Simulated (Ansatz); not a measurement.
## How far is this Si₂W from the hull?

Level of theory: DFT PBE, scalar-relativistic, plane waves, PAW (Ansatz 0.2.0). Settings: cutoff 420 eV, Γ-centred meshes spaced at most about 0.3 Å⁻¹, and about 0.25 Å⁻¹ or finer for metals (2π included), Gaussian smearing. No spin polarisation.

The zero of energy is the elements' standard structures at the same level; no fitted shifts are applied.

All energies are static (0 K, no zero-point motion). These runs have no spin–orbit coupling, which can matter for W.

The competitors are the elements and 1 reference phase of this chemical system (from databases or known types: Si2W), relaxed at the same level; other known phases may be missing.

The candidate was reached from: random cell.

```
Si W
1.0
     5.43003    0.00000    0.00000
     0.00000    5.43003    0.00000
     0.00000    0.00000    4.52679
Si W
4 2
Direct
  0.79699 0.50000 0.50000
  0.20301 0.50000 0.50000
  0.50000 0.79699 0.50000
  0.50000 0.20301 0.50000
  0.50000 0.00000 0.00000
  0.00000 0.50000 0.00000
```

Question: Where does it stand against these competitors?

Answer: Not the lowest form: another structure of the same formula lies lower. Its formation energy is 1.541 eV/atom. The lowest competing phase at this composition is this:

| phase | space group | source | share of atoms | ΔE_f (eV/atom) |
| --- | --- | --- | --- | --- |
| Si2W | I4/mmm (No. 139) | Materials Project | 1.0000 | -0.339 |

The candidate lies 1.88 eV/atom above this phase. The candidate matches no cell in the subsets of the Crystallography Open Database and the Materials Project at hand. A phase this far over the hull is unlikely to be made. It holds Si–Si nets (shortest 2.20 Å).
